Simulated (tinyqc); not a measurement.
Worked calculation: Pariser-Parr-Pople SCF with singles CI, for the molecule O=Cc1ccccc1 (SMILES; centres numbered as the heavy atoms are written). One step of it, computed by the program tinyqc.

Task: Singles CI, triplets. Over the 6 single excitations with the smallest orbital gaps: A = (e_a - e_i) delta - (ij|ab), with (pq|rs) = sum c_mp c_mq gamma_mn c_nr c_ns.

orbital energies (eV): -15.970258  -14.160612  -11.969691  -11.804185  -1.590244  -0.208063  1.269988  3.601570

coefficients:
```
         MO1        MO2        MO3        MO4        MO5        MO6        MO7        MO8
1O  0.273147   0.657709   0.056758  -0.462051  -0.396833   0.019486  -0.319724   0.126563
2C  0.317192   0.454603   0.022381  -0.079502   0.494349  -0.019132   0.588025  -0.308842
3C  0.499521   0.119229  -0.043750   0.519661   0.351288  -0.011990  -0.333953   0.478779
4C  0.392055  -0.105978  -0.522822   0.200509  -0.367731  -0.488410   0.008888  -0.384273
5C  0.325899  -0.301964  -0.463859  -0.308398  -0.105456   0.515532   0.317076   0.338972
6C  0.295078  -0.377805   0.072518  -0.490867   0.435678  -0.040042  -0.475308  -0.326567
7C  0.309977  -0.299760   0.536557  -0.182779  -0.176765  -0.473136   0.337416   0.351856
8C  0.363573  -0.107392   0.461198   0.316968  -0.327616   0.518972  -0.009700  -0.407862
```

repulsion gamma_rs (eV), lower triangle:
```
           1O         2C         3C         4C         5C         6C         7C         8C
1O  15.200000
2C   8.105819  11.130000
3C   5.413467   7.553010  11.130000
4C   3.729295   5.240060   7.556581  11.130000
5C   2.896795   3.670163   5.240060   7.553010  11.130000
6C   2.788331   3.276624   4.668999   5.239840   7.555992  11.130000
7C   3.317895   3.669614   5.238699   4.668753   5.240168   7.554442  11.130000
8C   4.790794   5.238699   7.553212   5.240168   4.669089   5.239560   7.553010  11.130000
```

Give: triplet CI matrix; triplet excitation energies.

Result:

triplet CI matrix (eV), lower triangle:
```
        4>5      3>5      4>6      3>6     2>5     4>7
4>5  3.9697
3>5  0.0583   4.6700
4>6  0.0915   0.1716   5.5762
3>6  0.1716  -0.1104  -0.1653   4.6429
2>5  0.3956  -0.0415  -0.1161  -0.1041  6.2333
4>7  0.1528   0.0641  -0.0221  -0.1157  1.5316  6.9409
```

triplet excitation energies (eV): 3.8344  4.5865  4.7059  5.0543  5.6532  8.1988
